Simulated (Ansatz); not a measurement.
Hf:

```
Hf
1.0
     3.19670    0.00000    0.00000
    -1.59835    2.76842    0.00000
     0.00000    0.00000    5.05780
Hf
2
Cartesian
  1.5984 0.9228 3.7934
  0.0000 1.8456 1.2645
```

Base run:

```yaml
Program: Ansatz 0.2.0
Functional: revPBE
Potentials_or_basis: all-electron LAPW, scalar-relativistic
Cutoff: 213 eV (chosen from the basis error)
Basis_error_allowed: 0.001 eV/atom
k_mesh: 10 × 10 × 5
Occupations: fermi-dirac, width 0.05 eV
Spin: no spin polarisation
```

Its results: pressure 2.7 GPa.

Question: The run is repeated on the same cell with these changes: functional from revPBE to PBE. What comes out?

Answer: Pressure 0.6 GPa.

PBE binds more tightly than revPBE, so the same cell stands under less pressure.
